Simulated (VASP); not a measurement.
Runs of VASP 6.6.1 on SiC (Moissanite 3C). It takes space group F-43m (No. 216, cubic). Conventional cell: a = 4.358 Å, b = 4.358 Å, c = 4.358 Å, α = 90.00°, β = 90.00°, γ = 90.00°. Si (site symmetry -43m) is surrounded by 4 C at 1.89 Å. Around C (site symmetry -43m) lie 4 Si at 1.89 Å. 

```csv
task,cell,gap on the mesh (eV),pressure (GPa)
relaxation of the atoms,atoms relaxed from: a relaxed cell with its volume scaled by 1.04,(a),-8.3
relaxation of the atoms,atoms relaxed from: a relaxed cell with its volume scaled by 1.06,1.34,-11.9
relaxation of cell and atoms,relaxed,1.29,0.0
relaxation of the atoms,atoms relaxed from: a relaxed cell with its volume scaled by 1.02,1.31,-4.4
relaxation of the atoms,atoms relaxed from: a relaxed cell with its volume scaled by 0.94,(b),16.0
```

Alike in all rows: level LDA; potentials or basis VASP PAW LDA potentials, release 64 (Si, C); no spin polarisation; k mesh 10 × 10 × 10; cutoff (eV) 600; smearing gaussian 0.03 eV.

Estimate the missing entries.

(a) 1.32; (b) 1.23.

Caveats: the relaxation stopped at its first step, so nothing moved (some runs).

A k mesh can miss the band edges.

Runs at the PBE level aren't shown here.
